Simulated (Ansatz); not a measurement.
**SnO2: strain energy, fitted**

SnO2, P4_2/mnm, a = 4.723 Å, c = 3.190 Å. Ansatz: LDA, PAW, 420 eV, Γ-centred 6×6×8 mesh on 6 atoms, Gaussian smearing 0.02 eV; no spin polarisation. Series: biaxial strain in the a-b plane, c and atoms relaxed; x is the strain in per cent. y is the free energy over the unstrained cell, V0 = 11.859 Å³/atom.

| x (%) | y (meV/atom) |
| --- | --- |
| -6.0 | ? |
| -4.0 | 39.68 |
| -2.0 | 9.57 |
| 0.0 | 0.00 |
| 2.0 | 9.11 |
| 4.0 | 34.32 |
| 6.0 | 72.79 |

Task: Fit y = c2 x² + c3 x³ to the other rows, turn c2 into a modulus, and predict the missing energy.

Result: Least squares on the rows shown. y = 2.3027 x² − 0.046023 x³. In eV per unit strain² c2 is 23.03; M is the biaxial modulus (E = M V0 ε²): 23.03 × 160.2 / (11.859) = 311 GPa. At x = -6.0 the fit asked for gives 92.84 meV/atom. The run gave 91.79 meV/atom, so the fit is 1.05 meV/atom too high, 1.1 % of the span of the series, against an rms of 0.24 meV/atom on the fitted rows. The row lies outside the fitted range. With a term in x⁴ added, a fit to the same known rows predicts 90.80 meV/atom, which misses by about as much or more on the other side: the known rows don't fix the higher terms.